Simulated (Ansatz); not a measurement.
Ti$_{3}$SiC$_{2}$ in space group P6_3/mmc (No. 194; Si on 2b, C on 4f, Ti on 4f, Ti on 2a) at seven volumes, the program Ansatz at the PBE level (PAW), shape and atoms relaxed at each. One row is withheld.

```csv
V (Å³/atom),P (GPa)
10.988,21.20
11.351,?
11.713,5.97
12.075,0.00
12.437,-5.09
12.800,-9.42
13.162,-13.08
```

Problem. Fit the shown pressures and predict the withheld one.

Solution. Third-order Birch–Murnaghan: P = (3/2)B₀(x^(7/2) − x^(5/2))[1 + (3/4)(B′ − 4)(x − 1)] with x = (V₀/V)^(2/3). Least squares on the six rows gives V₀ = 12.075 Å³/atom, B₀ = 183.1 GPa, B′ = 4.34. At V = 11.351, x = 1.0421 and P = 12.95 GPa. The run itself gave 12.98 GPa.

The PBE relaxation kept the symmetry of its start. The run is not spin-polarised.

Potentials: the later of the program's two PAW sets.
